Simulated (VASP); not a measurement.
Runs of VASP 6.6.1 on CsH. The structure is cubic, space group Fm-3m (No. 225). Conventional cell: a = 6.376 Å, b = 6.376 Å, c = 6.376 Å, α = 90.00°, β = 90.00°, γ = 90.00°. Around Cs (site symmetry m-3m) lie 6 H at 3.19 Å. H (site symmetry m-3m) is surrounded by 6 Cs at 3.19 Å. 

| task | level | cell | k mesh | cutoff (eV) | grid for exact exchange (PRECFOCK) | screening parameter | exchange at q = 0 | share of exact exchange | gap on the mesh (eV) | pressure (GPa) |
| --- | --- | --- | --- | --- | --- | --- | --- | --- | --- | --- |
| band structure | r2SCAN-EpsX | Fm-3m, 32.4 Å³/atom | 6 × 6 × 6 | 520 | Fast | - | truncated | 0.3259 | 4.57 | -0.1 |
| band structure | TB-mBJ | Fm-3m, 32.4 Å³/atom | 8 × 8 × 8 | 520 | - | - | - | - | 4.42 | - |
| band structure | HSE06 | Fm-3m, 32.4 Å³/atom | 6 × 6 × 6 | 520 | Fast | 0.2 1/A | - | - | 3.27 | (b) |
| relaxation of cell and atoms | HSE06 | relaxed | 6 × 6 × 6 | 600 | Fast | 0.2 1/A | - | - | (a) | 0.0 |

Alike in all rows: potentials or basis VASP PAW PBE potentials, release 64 (Cs_sv, H); no spin polarisation; smearing gaussian 0.02 eV.

Task: Fill in the values left out.

Result: (a) 3.29; (b) 0.1.

Caveats: the PAW data sets were made with another functional, which shifts forces and pressure a little; spin-orbit coupling is left out, which moves the levels of the heavy elements.

A k mesh can miss the band edges, and the runs leave out spin-orbit coupling on Cs.
